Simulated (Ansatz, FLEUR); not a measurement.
## Pd: 4 runs at one level of theory

```
Pd
1.0
     0.00000    1.94650    1.94650
     1.94650    0.00000    1.94650
     1.94650    1.94650    0.00000
Pd
1
Direct
  0.00000 0.00000 0.00000
```

Alike in all runs: task equation of state; functional PBE; k mesh 12 × 12 × 12; occupations fermi-dirac, width 0.05 eV; no spin polarisation; no spin-orbit coupling.

| program and potentials | plane-wave cutoff (eV) | notes | equilibrium volume (Å³/atom) | bulk modulus (GPa) |
| --- | --- | --- | --- | --- |
| Ansatz, SPMS NC | 653 | - | 15.37 | 168.9 |
| Ansatz, Ansatz NC | 1116 | - | 15.31 | 168.1 |
| Ansatz, Ansatz PAW (files of its older set among them) | 600 | - | 15.30 | 168.1 |
| FLEUR, all-electron, FLAPW | - | - | 15.31 | 168.2 |

The equilibrium volume spans 15.30 (Ansatz, Ansatz PAW (files of its older set among them)) to 15.37 Å³/atom (Ansatz, SPMS NC), with all-electron results at 15.31. The bulk modulus spans 168.1 (Ansatz, Ansatz PAW (files of its older set among them)) to 168.9 GPa (Ansatz, SPMS NC), with all-electron results at 168.2. For a metal such a mesh isn't converged, which the comparison doesn't need.

The functional is the same throughout but for its coding, so the spread measures potentials, basis and numerics; runs on potential files found faulty are left out.
